## The question

If a calculation makes a crystal too large, should it also make it too soft? And if size and stiffness come out well together, can the band gap be trusted? Kesterite, the sulphide of copper, zinc and tin used as a solar absorber, answers yes to the first question for some methods but not for all, and no to the second.

Two magnitudes are worth remembering. In an ordinary solid, one percent more volume lowers the bulk modulus by four to five percent. A semilocal functional can place the volume within a few percent and still lose most of the gap.

Kesterite, ZnCu2SnS4 (space group I-4, 8-atom cell), without spin polarisation or spin–orbit coupling. Band gaps are for the r2SCAN-relaxed cell; volumes come from each method's own relaxation or energy curve, and bulk moduli are at fixed cell shape. Plane-wave PBE uses a 420 eV cutoff and a 6×6×6 k mesh, or 260 eV and 4×4×4 in the coarse-settings row.

```
               name                 kind  band gap (eV)  volume per atom (Å³)  bulk modulus (GPa)  atoms computed
    GFN1-xTB tblite        tight binding          0.002                20.808               74.00              64
    GFN2-xTB tblite        tight binding          0.000                21.105               51.90              64
PBE coarse-settings  low cutoff and mesh          0.278                   n/a                 n/a               8
            PBE SZV          small basis          0.059                21.044               83.60               8
                PBE            semilocal          0.183                20.438               69.20               8
             r2SCAN            semilocal          0.475                19.826               79.70               8
                PM7       semi-empirical          4.748                   n/a                 n/a              64
           PBE DZVP          small basis          0.201                20.704               66.10               8
            GLLB-SC      model potential          1.202                   n/a                 n/a               8
```

## A modulus that agrees for the wrong reason

Take r2SCAN as the reference, since every method starts from its relaxed structure. It is a yardstick here and not a measurement. Judged by bulk modulus alone, PBE in the minimal basis SZV comes closest to it, only 4 GPa too high, while ordinary PBE is 10 GPa too low.

The volumes reverse this verdict. The SZV crystal is 6% larger than the r2SCAN crystal, so its bonds are stretched, and stretched bonds should resist compression less. Stretching alone cannot make a crystal both larger and stiffer than the reference, so something else in the description of its bonding must differ, however good its modulus looks.

## How soft a larger crystal should be

Suppose that a method errs only by adding a steady outward pressure $p$. The energy $E(V)$ of the reference then becomes $E(V)-pV$, where $V$ is the volume per atom. The minimum moves to a larger volume, but the added term is a straight line and leaves the curvature of $E$ unchanged. The modulus, $B=V\,\mathrm{d}^2E/\mathrm{d}V^2$, must therefore be the one that the reference crystal has when stretched to that volume. The Murnaghan equation gives it as

$$B(V)=B_\mathrm{ref}\left(\frac{V_\mathrm{ref}}{V}\right)^{B'}.$$

Here $B'$ tells how fast a solid stiffens under pressure. It is usually 4 to 5, and 4.5 is used for all rows. For PBE this gives

$$B=79.7\left(\frac{19.826}{20.438}\right)^{4.5}\approx 70\ \mathrm{GPa},$$

against 69 GPa in the table. The formula uses PBE's volume but not its modulus, and the exponent was not fitted, so the agreement is a real test. PBE with the larger basis DZVP agrees equally well.

PBE thus behaves like r2SCAN pulled slightly outwards. Its bonds are a little longer, but they respond to stretching in the normal way. Its low modulus is largely a consequence of its large volume and needs no second explanation.

## Where the bonding itself fails

SZV should have a modulus of about 61 GPa at its volume, but the table has 84 GPa. The larger basis, with the same functional, removes this excess, so the fault lies in the basis and not in PBE.

The likely reason, which the table does not test, is rigidity. A minimal basis gives each valence orbital a single radial shape, which suits one atomic spacing best. When the crystal is squeezed or stretched, real orbitals contract, spread and polarise, and this lowers the energy. Orbitals that cannot adapt pay a growing penalty on either side, and the energy curve bends too sharply around its minimum.

The two tight-binding methods leave the curve in opposite directions. GFN1-xTB is about 10 GPa too stiff for its volume and GFN2-xTB about 8 GPa too soft. Both were fitted to molecules. My guess is that such a fit fixes bond lengths better than it fixes the response of a dense solid to compression. Both methods were also run on a cluster of 64 atoms with a single k point, and this coarse sampling may have shifted their moduli too.

A poor reading of the energy curve could imitate such failures. The stress computed on the common structure speaks against this: for PBE, SZV and both tight-binding methods it agrees within 0.2 GPa with the pressure expected from the method's own volume and modulus. The computed pressures carry some grid noise, so this is support and not proof that the odd moduli belong to the methods. The printed output after this text gives the comparison row by row.

## Why a sound crystal can have a poor gap

PBE passes the mechanical test, yet its gap is only 0.18 eV. r2SCAN reaches 0.48 eV, while the measured gap is roughly 1.5 eV, a recalled value. Spin–orbit coupling and temperature are left out of the calculation, but in a sulphide like this they should matter at the level of a tenth of an electronvolt, not of a whole one.

Volume and stiffness follow from the total energy of the ground state. The gap is a different quantity: the cost of removing an electron from the crystal less the energy gained by adding one. The orbital energies of a semilocal functional miss all or much of the jump of the exact potential when an electron is added, and this makes the gap too small.

Copper probably makes matters worse. The top of the valence band mixes Cu 3d with S 3p, and a semilocal functional lets a compact 3d electron partly repel itself. That pushes the level up towards the empty band, which is built from Sn 5s and S orbitals. The calculations here do not test this explanation: the table shows the small gap but does not separate the two causes.

PM7 fails in the opposite direction, with a gap of 4.7 eV. Its orbital energies are of the Hartree–Fock kind, in which the other electrons do not rearrange to screen an added charge or a hole. In a polarisable solid that screening is strong, and without it the gap opens far too wide. The model potential GLLB-SC, designed with gaps in mind, comes nearest to the measured value. Its 1.2 eV includes an estimate of the jump described above, added to the gap between its orbital energies. That is the part a semilocal orbital gap lacks, though one crystal cannot establish how reliable the method is.

## Two warning signs in a gap

Both tight-binding methods give gaps of 0.002 eV or less, well below the 0.02 eV over which the electrons were smeared. Such a number means that filled and empty levels meet within the smearing, so the method has lost the gap. It does not tell whether the result is a metal or a semimetal. Nor should it be read as a small gap. Methods fitted to molecules can be far off for the gaps of solids, and the single k point of the cluster adds to the doubt. The 0.06 eV of PBE in the SZV basis lies above the smearing but deserves little more trust, because a minimal basis can describe the empty bands badly.

The second sign is harder to see. PBE with a low cutoff and a coarse mesh gives 0.28 eV, half as much again as careful PBE and closer to experiment. The clue is not in the table but in the total energy, which lies about 4.5 eV per cell higher. With the same functional and atomic potentials, so large an excess shows that the plane-wave basis is far from complete. The wider gap is an error of the settings that happens to point towards the measured value, and it shrinks when the calculation is done properly.

The analysis program printed:

```
Volume and stiffness against r2SCAN:
              row  volume excess in percent  modulus less r2SCAN in GPa  modulus on r2SCAN curve in GPa  modulus less curve in GPa  expected pressure at common cell in GPa
  GFN1-xTB tblite                     4.953                        -5.7                           64.12                      9.882                                    3.996
  GFN2-xTB tblite                     6.451                       -27.8                           60.16                     -8.256                                    3.747
          PBE SZV                     6.143                         3.9                           60.95                      22.65                                    5.717
              PBE                     3.087                       -10.5                           69.51                    -0.3094                                    2.254
           r2SCAN                         0                           0                            79.7                          0                                        0
         PBE DZVP                     4.429                       -13.6                           65.58                     0.5199                                    3.163
exponent needed by PBE: 4.647
exponent needed by PBE DZVP: 4.318
exponent needed by PBE SZV: -0.8013
exponent needed by GFN1-xTB: 1.535
exponent needed by GFN2-xTB: 6.861
PBE stress output less expected pressure in GPa: 0.0925
SZV stress output less expected pressure in GPa: -0.03601
GFN1 stress output less expected pressure in GPa: -0.07435
GFN2 stress output less expected pressure in GPa: -0.1819
SZV modulus less DZVP modulus in GPa: 17.5
Gaps in eV:
                  row  gap less PBE gap  gap less rough recalled measured gap
      GFN1-xTB tblite            -0.181                                -1.498
      GFN2-xTB tblite            -0.183                                  -1.5
  PBE coarse-settings             0.095                                -1.222
              PBE SZV            -0.124                                -1.441
                  PBE                 0                                -1.317
               r2SCAN             0.292                                -1.025
                  PM7             4.565                                 3.248
             PBE DZVP             0.018                                -1.299
              GLLB-SC             1.019                                -0.298
coarse settings shift of PBE gap in percent: 51.91
coarse settings shift over r2SCAN shift of gap: 0.3253
coarse PBE total energy above PBE in eV per cell: 4.456
force on sulphur in PBE in eV/A: 0.1742
force on first sulphur in SZV in eV/A: 0.8441
```
